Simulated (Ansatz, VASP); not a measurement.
# BN (scan) in VASP and in Ansatz

```xyz
4
Lattice="2.4788 0.0000 0.0000 -1.2394 2.1467 0.0000 0.0000 0.0000 5.6856" Properties=species:S:1:pos:R:3 pbc="T T T"
B     0.0000    1.4311    1.4214
B     1.2394    0.7156    4.2642
N     0.0000    1.4311    4.2642
N     1.2394    0.7156    1.4214
```

Alike in both runs: functional r2SCAN; k mesh 12 × 12 × 4; occupations gaussian, width 0.02 eV; no spin polarisation.

Ansatz relaxed the structure, and its values are those at the end. VASP's run is a single point on that final structure, the one shown.

|  | VASP | Ansatz |
| --- | --- | --- |
| version | VASP 6.6.1 | Ansatz 0.2.0 |
| potentials or method | VASP PAW PBE potentials, release 64 (B, N) | scalar-relativistic, plane waves, PAW |
| plane-wave cutoff (eV) | 520 | 500 |
| valence electrons in the cell | 16 | 16 |

Ansatz gave:

| Quantity | Value |
| --- | --- |
| gap on the k mesh at the Fermi level (eV) | 4.71 |
| least direct gap on the mesh (eV) | 4.96 |
| pressure (GPa) | 12.5 |

Q: Estimate VASP's values.

A: gap on the k mesh at the Fermi level (eV): 4.76; least direct gap on the mesh (eV): 5.01; pressure (GPa): 13.0.

Caveats: the PAW data sets were made with another functional, which shifts forces and pressure a little (VASP). r2SCAN opens gaps a little over a GGA but as a rule still falls short of measured ones. A k mesh can miss the band edges.
